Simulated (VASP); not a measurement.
# CdSe (F-43m) in VASP: notebook

The runs below take CdSe through single point, relaxation of cell and atoms, with PBE+D3(BJ).

Everything below comes from runs of VASP 6.6.1. Logs are shortened: lines on timing, memory, paths and dates and some standing lists are left out, and cuts for length are marked.

## Step 1: The crystal as given

The structure is cubic, space group F-43m (No. 216). The conventional cell has a = 6.197 Å, b = 6.197 Å, c = 6.197 Å, α = 90.00°, β = 90.00°, γ = 90.00°. Cd (site symmetry -43m) is surrounded by 4 Se at 2.68 Å. Se (site symmetry -43m) has 4 Cd at 2.68 Å as nearest neighbours.

Measurements of this composition are mostly on another form, of space group No. 186.

## Step 2: Single point, PBE+D3(BJ) (relaxed again under DFT PBE+D3(BJ), scalar-relativistic, plane waves, PAW)

File INCAR:

```
PREC = Accurate
ENCUT = 520
EDIFF = 1E-6
ISMEAR = 0
SIGMA = 0.02
LREAL = False
LASPH = True
NELM = 100
ALGO = Fast
ISIF = 2
LWAVE = False
LCHARG = False
GGA = PE
IVDW = 12
NBANDS = 16
```

File KPOINTS:

```
Automatic mesh
0
Gamma
  10 10 10
```

File POSCAR:

```
CdSe
1.0
    0.0000000000      3.0557300352      3.0557300352
    3.0557300352      0.0000000000      3.0557300352
    3.0557300352      3.0557300352      0.0000000000
Cd Se
1 1
Direct
    0.0000000000      0.0000000000      0.0000000000
    0.7500000000      0.7500000000      0.7500000000
```

Potentials or basis: VASP PAW PBE potentials, release 64 (Cd, Se).

The run is started by

```console
$ cat potpaw_PBE.64/Cd/POTCAR potpaw_PBE.64/Se/POTCAR > POTCAR
$ mpirun -np 1 vasp_std > vasp.out
```

OUTCAR:

```text
PREC = Accurate
   ENCUT = 520
   EDIFF = 1E-6
   ISMEAR = 0
   LREAL = False
   LASPH = True
   NELM = 100
   ISIF = 2
   GGA = PE
   IVDW = 12
 IVDW          = 12

 ion  position               nearest neighbor table
   1  0.000  0.000  0.000-   2 2.65   2 2.65   2 2.65   2 2.65
   2  0.750  0.750  0.750-   1 2.65   1 2.65   1 2.65   1 2.65

  LATTYP: Found a face centered cubic cell.
 ALAT       =     6.1114600704

  Lattice vectors:

 A1 = (   0.0000000000,   3.0557300352,   3.0557300352)
 A2 = (   3.0557300352,   0.0000000000,   3.0557300352)
 A3 = (   3.0557300352,   3.0557300352,   0.0000000000)

Analysis of symmetry for initial positions (statically):
=====================================================================
 Subroutine PRICEL returns:
 Original cell was already a primitive cell.

 Routine SETGRP: Setting up the symmetry group for a
 face centered cubic supercell.

 Subroutine GETGRP returns: Found 24 space group operations
 (whereof 24 operations were pure point group operations)
 out of a pool of 48 trial point group operations.

The static configuration has the point symmetry T_d .

Analysis of symmetry for dynamics (positions and initial velocities):
=====================================================================
 Subroutine PRICEL returns:
 Original cell was already a primitive cell.

 Routine SETGRP: Setting up the symmetry group for a
 face centered cubic supercell.

 Subroutine GETGRP returns: Found 24 space group operations
 (whereof 24 operations were pure point group operations)
 out of a pool of 48 trial point group operations.

The dynamic configuration has the point symmetry T_d .

 Subroutine INISYM returns: Found 24 space group operations
 (whereof 24 operations are pure point group operations),
 and found     1 'primitive' translations

----------------------------------------------------------------------------------------

                                     Primitive cell

  volume of cell :      57.0657

  direct lattice vectors                    reciprocal lattice vectors
     0.000000000  3.055730035  3.055730035    -0.163627020  0.163627020  0.163627020
     3.055730035  0.000000000  3.055730035     0.163627020 -0.163627020  0.163627020
     3.055730035  3.055730035  0.000000000     0.163627020  0.163627020 -0.163627020

  length of vectors
     4.321454859  4.321454859  4.321454859     0.283410312  0.283410312  0.283410312

  position of ions in fractional coordinates (direct lattice)
     0.000000000  0.000000000  0.000000000
     0.750000000  0.750000000  0.750000000

  ion indices of the primitive-cell ions
   primitive index   ion index
                 1           1
                 2           2

----------------------------------------------------------------------------------------

 KPOINTS: Automatic mesh

Automatic generation of k-mesh.
 Grid dimensions read from file:
 generate k-points for:   10   10   10

 Generating k-lattice:

  Cartesian coordinates                     Fractional coordinates (reciprocal lattice)
    -0.016362702  0.016362702  0.016362702     0.100000000  0.000000000  0.000000000
     0.016362702 -0.016362702  0.016362702     0.000000000  0.100000000  0.000000000
     0.016362702  0.016362702 -0.016362702     0.000000000  0.000000000  0.100000000

  Length of vectors
     0.028341031  0.028341031  0.028341031

  Shift w.r.t. Gamma in fractional coordinates (k-lattice)
     0.000000000  0.000000000  0.000000000

 Subroutine IBZKPT returns following result:
 ===========================================

 Found     47 irreducible k-points:

 Following reciprocal coordinates:
            Coordinates               Weight
  0.000000  0.000000  0.000000      1.000000
  0.100000  0.000000  0.000000      8.000000
  0.200000  0.000000  0.000000      8.000000
  0.300000  0.000000  0.000000      8.000000
  0.400000  0.000000  0.000000      8.000000
  0.500000  0.000000  0.000000      4.000000
[... 16 lines left out ...]
  0.300000  0.300000  0.000000      6.000000
  0.400000  0.300000  0.000000     24.000000
 [... further k-points ...]
   k-points           NKPTS =     47   k-points in BZ     NKDIM =     47   number of bands    NBANDS=     16
   number of dos      NEDOS =    301   number of ions     NIONS =      2
   total plane-waves  NPLWV =  32768
   dimension x,y,z NGX =    32 NGY =   32 NGZ =   32
   dimension x,y,z NGXF=    64 NGYF=   64 NGZF=   64
   ions per type =               1   1
   NGX,Y,Z   is equivalent  to a cutoff of  12.31, 12.31, 12.31 a.u.
   NGXF,Y,Z  is equivalent  to a cutoff of  24.62, 24.62, 24.62 a.u.
 SYSTEM =  unknown system
   PREC   = accura    normal or accurate (medium, high low for compatibility)
   ISTART =      0    job   : 0-new  1-cont  2-samecut
   ICHARG =      2    charge: 1-file 2-atom 10-const
   ISPIN  =      1    spin polarized calculation?
   LNONCOLLINEAR =      F non collinear calculations
   LSORBIT =      F    spin-orbit coupling
   LASPH  =      T    aspherical Exc in radial PAW
   ENCUT  =  520.0 eV  38.22 Ry    6.18 a.u.   8.04  8.04  8.04*2*pi/ulx,y,z
   NELM   =    100;   NELMIN=  2; NELMDL= -5     # of ELM steps
   EDIFF  = 0.1E-05   stopping-criterion for ELM
   LREAL  =      F    real-space projection
   EDIFFG = 0.1E-04   stopping-criterion for IOM
   NSW    =      0    number of steps for IOM
   IBRION =     -1    ionic relax: 0-MD 1-quasi-New 2-CG
   NFREE  =      0    steps in history (QN), initial steepest desc. (CG)
   ISIF   =      2    stress and relaxation
   ISYM   =      2    0-nonsym 1-usesym 2-fastsym
   POTIM  = 0.5000    time-step for ionic-motion
   TEBEG  =    0.0;   TEEND  =   0.0 temperature during run
   PSTRESS=    0.0 pullay stress
   NELECT =      18.0000    total number of electrons
   NUPDOWN=      -1.0000    fix difference up-down
   EMIN   =  10.00;   EMAX   =-10.00  energy-range for DOS
   EFERMI =   0.00;   METHOD = LEGACY
   ISMEAR =     0;   SIGMA  =   0.02  broadening in eV -4-tet -1-fermi 0-gaus
   EFERMI_NEDOS =   21; number of points for ismear=-14 and -15
   IALGO  =     68    algorithm
   IMIX   =      4    mixing-type and parameters
     AMIX     =   0.40;   BMIX     =  1.00
     AMIX_MAG =   1.60;   BMIX_MAG =  1.00
  volume/ion in A,a.u.               =      28.53       192.55
  Fermi-wavevector in a.u.,A,eV,Ry     =   1.114399  2.105909 16.896871  1.241885
  Thomas-Fermi vector in A             =   2.250993
   LORBIT       =      0    0 simple, 1 ext, 2 COOP (PROOUT), +10 PAW based schemes
   GGA     = PE    functional components
   LHFCALC =     F    Hartree Fock is set to
   AEXX    =    0.0000 exact exchange contribution
   IVDW    =    12    specifies the selected vdW correction
   LEPSILON=     F    determine dielectric tensor
   LRPA    =     F    only Hartree local field effects (RPA)
 non-spin polarized calculation
 RMM-DIIS sequential band-by-band and
 Gauss-broadening in eV      SIGMA  =   0.02
  energy-cutoff  :      520.00
  volume of cell :       57.07
 maximum number of plane-waves:      1572
   NGX = 17   NGY = 17   NGZ = 17

 number of electron      18.0000006 magnetization

 Free energy of the ion-electron system (eV)
  ---------------------------------------------------
  ext. energy  EPLUGINS =         0.00000000
  ---------------------------------------------------
  free energy    TOTEN  =        -5.48111950 eV

  energy without entropy =       -5.48111950  energy(sigma->0) =       -5.48111950

 E-fermi :   0.9807     XC(G=0):  -8.8206

 val. band max:        0.8286374793   @ k =   0.0000   0.0000   0.0000
 cond. band min:       1.4084261630   @ k =   0.0000   0.0000   0.0000
 fundamental gap:      0.5797886838
 Fermi energy:         0.9807103468

 k-point     1 :       0.0000    0.0000    0.0000
  band No.  band energies     occupation
      1     -11.6856      2.00000
      2      -7.0577      2.00000
      3      -7.0577      2.00000
      4      -7.0577      2.00000
      5      -6.6984      2.00000
      6      -6.6984      2.00000
[... 8 lines left out ...]
     15      11.8962      0.00000
     16      11.8962      0.00000

 k-point     2 :       0.1000    0.0000    0.0000
  band No.  band energies     occupation
      1     -11.6518      2.00000
      2      -7.0469      2.00000
      3      -7.0469      2.00000
      4      -7.0280      2.00000
      5      -6.6991      2.00000
      6      -6.6991      2.00000
[... 8 lines left out ...]
     15      11.2974      0.00000
     16      11.2974      0.00000

 k-point     3 :       0.2000    0.0000    0.0000
  band No.  band energies     occupation
      1     -11.5626      2.00000
      2      -7.0201      2.00000
      3      -7.0201      2.00000
      4      -6.9302      2.00000
      5      -6.6986      2.00000
      6      -6.6986      2.00000
[... 8 lines left out ...]
     15      10.8617      0.00000
     16      11.1901      0.00000

 k-point     4 :       0.3000    0.0000    0.0000
  band No.  band energies     occupation
      1     -11.4511      2.00000
      2      -6.9915      2.00000
      3      -6.9915      2.00000
      4      -6.7531      2.00000
      5      -6.6923      2.00000
      6      -6.6923      2.00000
[... 8 lines left out ...]
     15      11.1181      0.00000
     16      11.1181      0.00000

 k-point     5 :       0.4000    0.0000    0.0000
  band No.  band energies     occupation
      1     -11.3603      2.00000
      2      -6.9730      2.00000
      3      -6.9730      2.00000
      4      -6.6814      2.00000
      5      -6.6814      2.00000
      6      -6.5317      2.00000
[... 8 lines left out ...]
     15      12.0362      0.00000
     16      12.0362      0.00000

 k-point     6 :       0.5000    0.0000    0.0000
  band No.  band energies     occupation
      1     -11.3255      2.00000
      2      -6.9672      2.00000
      3      -6.9672      2.00000
      4      -6.6757      2.00000
      5      -6.6757      2.00000
      6      -6.4142      2.00000
[... 8 lines left out ...]
     15      12.9295      0.00000
     16      12.9295      0.00000

 k-point     7 :       0.1000    0.1000    0.0000
  band No.  band energies     occupation
      1     -11.6406      2.00000
      2      -7.0366      2.00000
      3      -7.0366      2.00000
      4      -7.0313      2.00000
      5      -6.7057      2.00000
      6      -6.6930      2.00000
[... 8 lines left out ...]
     15      11.3884      0.00000
     16      11.9822      0.00000

 k-point     8 :       0.2000    0.1000    0.0000
  band No.  band energies     occupation
      1     -11.5699      2.00000
      2      -7.0192      2.00000
      3      -7.0092      2.00000
      4      -6.9590      2.00000
      5      -6.7102      2.00000
      6      -6.6881      2.00000
[... 8 lines left out ...]
     15      11.6945      0.00000
     16      12.0476      0.00000

 k-point     9 :       0.3000    0.1000    0.0000
  band No.  band energies     occupation
      1     -11.4660      2.00000
      2      -6.9936      2.00000
      3      -6.9785      2.00000
      4      -6.8164      2.00000
      5      -6.6991      2.00000
      6      -6.6815      2.00000
[... 8 lines left out ...]
     15      11.7020      0.00000
     16      11.7431      0.00000
[... 172 lines left out ...]
 k-point    19 :       0.5000    0.2000    0.0000
  band No.  band energies     occupation
      1     -11.2876      2.00000
      2      -6.9396      2.00000
      3      -6.9100      2.00000
      4      -6.7351      2.00000
      5      -6.6694      2.00000
      6      -6.3911      2.00000
[... 8 lines left out ...]
     15      13.0780      0.00000
     16      13.1206      0.00000

 k-point    20 :      -0.4000    0.2000    0.0000
  band No.  band energies     occupation
      1     -11.2805      2.00000
      2      -6.9392      2.00000
      3      -6.9177      2.00000
      4      -6.7094      2.00000
      5      -6.6853      2.00000
      6      -6.3516      2.00000
[... 8 lines left out ...]
     15      11.7784      0.00000
     16      12.9525      0.00000

 k-point    21 :      -0.3000    0.2000    0.0000
  band No.  band energies     occupation
      1     -11.3285      2.00000
      2      -6.9446      2.00000
      3      -6.9407      2.00000
      4      -6.7067      2.00000
      5      -6.7038      2.00000
      6      -6.4902      2.00000
[... 8 lines left out ...]
     15      11.9884      0.00000
     16      13.3092      0.00000

 k-point    22 :      -0.2000    0.2000    0.0000
  band No.  band energies     occupation
      1     -11.4136      2.00000
      2      -6.9749      2.00000
      3      -6.9610      2.00000
      4      -6.7545      2.00000
      5      -6.7122      2.00000
      6      -6.6397      2.00000
[... 8 lines left out ...]
     15      12.0622      0.00000
     16      13.1871      0.00000

 k-point    23 :       0.3000    0.3000    0.0000
  band No.  band energies     occupation
      1     -11.3753      2.00000
      2      -6.9018      2.00000
      3      -6.9018      2.00000
      4      -6.8680      2.00000
      5      -6.6616      2.00000
      6      -6.6547      2.00000
[... 8 lines left out ...]
     15      12.6121      0.00000
     16      14.6641      0.00000

 k-point    24 :       0.4000    0.3000    0.0000
  band No.  band energies     occupation
      1     -11.3046      2.00000
      2      -6.8958      2.00000
      3      -6.8707      2.00000
      4      -6.8243      2.00000
      5      -6.6558      2.00000
      6      -6.5366      2.00000
[... 8 lines left out ...]
     15      13.0057      0.00000
     16      14.4556      0.00000

 [... further k-points ...]

------------------------ aborting loop because EDIFF is reached ----------------------------------------

 Edisp (eV)   -0.62713

 E8    (eV) :    -0.2680

  FORCE on cell =-STRESS in cart. coord.  units (eV):
  Direction    XX          YY          ZZ          XY          YZ          ZX
  --------------------------------------------------------------------------------------
  -------------------------------------------------------------------------------------
  Total       0.10646     0.10646     0.10646     0.00000    -0.00000    -0.00000
  in kB       2.98888     2.98888     2.98888     0.00000    -0.00000    -0.00000
  external pressure =        2.99 kB  Pullay stress =        0.00 kB

 VOLUME and BASIS-vectors are now :
 -----------------------------------------------------------------------------
  energy-cutoff  :      520.00
  volume of cell :       57.07
      direct lattice vectors                 reciprocal lattice vectors
     0.000000000  3.055730035  3.055730035    -0.163627020  0.163627020  0.163627020
     3.055730035  0.000000000  3.055730035     0.163627020 -0.163627020  0.163627020
     3.055730035  3.055730035  0.000000000     0.163627020  0.163627020 -0.163627020

 POSITION                                       TOTAL-FORCE (eV/Angst)
 -----------------------------------------------------------------------------------
      0.00000      0.00000      0.00000         0.000000      0.000000      0.000000
      4.58360      4.58360      4.58360        -0.000000     -0.000000     -0.000000
 -----------------------------------------------------------------------------------
    total drift:                                0.000000      0.000000      0.000000

  FREE ENERGIE OF THE ION-ELECTRON SYSTEM (eV)
  ---------------------------------------------------
  free  energy   TOTEN  =        -6.1082513197 eV

  energy  without entropy=       -6.1082513197  energy(sigma->0) =       -6.10825132
```

Run time: 23 s. Hardware: 1 thread of Intel Xeon Platinum 8375C at 2.90GHz (Ice Lake), shared host; peak memory 0.21 GiB.

Results:

| Property | Result |
| --- | --- |
| Free energy | -6.1083 eV |
| Pressure | 0.3 GPa |
| Band gap on the k mesh | 0.58 eV, direct |
| Dispersion energy per atom | -0.314 eV |

(Part 1 of 2 ends here.)
